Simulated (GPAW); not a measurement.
Ga:

```
Ga
1.0
     4.44947    0.00000    0.00000
    -2.22474    3.85336    0.00000
     0.00000    0.00000    2.76520
Ga
2
Cartesian
  0.0000 2.5689 1.3826
  2.2247 1.2845 1.3826
```

The cell was built by a generator and needn't be a form met in nature.

Base run:

```yaml
Program: GPAW 26.7.0
Functional: LDA
Potentials_or_basis: JTH PAW 2.0, LDA
Cutoff: 600 eV
Basis: pw
k_mesh: 7 × 7 × 10
Occupations: fermi-dirac, width 0.05 eV
Spin: no spin polarisation
```

Its results: band gap on the k mesh none (metal or under the smearing width); pressure -4.2 GPa.

Task: The run is repeated on the same cell with these changes: potentials or basis from JTH PAW 2.0, LDA to PAW data sets generated in the run's folder for this functional; valence electrons from 26 to 6. What comes out?

Result: Band gap on the k mesh none (metal or under the smearing width); pressure -3.6 GPa.

Caveats: the program truncates these outside data sets (some runs).
